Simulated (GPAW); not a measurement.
The system is AlN.

```
CELL_PARAMETERS angstrom
3.11300 0.00000 0.00000
-1.55650 2.69594 0.00000
0.00000 0.00000 4.98100
ATOMIC_POSITIONS crystal
Al 0.66667 0.33333 0.50000
Al 0.33333 0.66667 0.00000
N 0.66667 0.33333 0.88000
N 0.33333 0.66667 0.38000
```

| Property | Result |
| --- | --- |
| Program | GPAW 26.7.0 |
| Task | relaxation of cell and atoms |
| Functional | revPBE |
| Potentials or basis | the program's PAW data sets (release 1.2.1) made for this functional |
| Cutoff | 800 eV |
| Basis | pw |
| k mesh | 7 × 7 × 5 |
| Occupations | fermi-dirac, width 0.05 eV |
| Spin | no spin polarisation |

At the start: pressure 7.5 GPa; volume 10.45 Å³/atom.

**Question.** How do energy, volume and symmetry change on relaxing?

**Answer.** Over 6 steps the energy falls by 10.6 meV/atom and the volume is 10.84 Å³/atom (+3.7 %); space group P6_3mc (No. 186, to 0.05 Å).

The path:
```csv
step,energy change (eV),largest force (eV/Å),pressure (GPa),volume (Å³)
1,0.0000,0.1404,7.46,41.80
2,-0.0112,0.0777,6.31,42.02
3,-0.0396,0.1088,1.02,43.12
4,-0.0412,0.0859,0.36,43.27
5,-0.0424,0.0268,-0.10,43.38
6,-0.0424,0.0052,-0.05,43.37
```

Final structure:
```xyz
4
Lattice="3.1505 0.0000 0.0000 -1.5752 2.7284 0.0000 0.0000 0.0000 5.0453" Properties=species:S:1:pos:R:3 pbc="T T T"
Al    1.5752    0.9095    2.5182
Al    0.0000    1.8189   -0.0044
N     1.5752    0.9095    4.4444
N     0.0000    1.8189    1.9217
```

Caveat: later steps reuse the first step's grids.
